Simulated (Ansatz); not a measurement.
**Compressing Rh**

Method: Ansatz 0.2.0, DFT PBEsol, scalar-relativistic, plane waves, PAW. Settings: 420 eV cutoff, 18×18×6 k-mesh, Gaussian smearing of 0.10 eV, no spin polarisation.

Reference structure (relaxed):

```
Rh
1.0
     2.67543    0.00000    0.00000
    -1.33772    2.31699    0.00000
     0.00000    0.00000    8.72714
Rh
4
Direct
  0.00000 0.00000 0.00000
  0.33333 0.66667 0.25000
  0.00000 0.00000 0.50000
  0.66667 0.33333 0.75000
```

Cell and atoms are relaxed at each pressure within the symmetry of the start, at zero temperature, so transitions that lower the symmetry aren't seen. The k-mesh given is that at zero pressure and may differ at others. a, b and c are the lengths of the cell vectors above. ΔH is E + PV over the energy at zero pressure.

```csv
P (GPa),V (Å³/atom),V/V0,a (Å),b (Å),c (Å),ΔH (eV/atom)
-3,13.67,1.011,2.685,2.685,8.757,-0.255
0,13.52,1.000,2.675,2.675,8.727,0.000
3,13.39,0.990,2.667,2.667,8.698,0.252
8,13.19,0.975,2.653,2.653,8.654,0.667
15,12.93,0.956,2.635,2.635,8.597,1.237
30,12.45,0.921,2.603,2.603,8.492,2.424
60,11.73,0.867,2.551,2.551,8.327,4.684
```

This form isn't the element's structure at ambient conditions.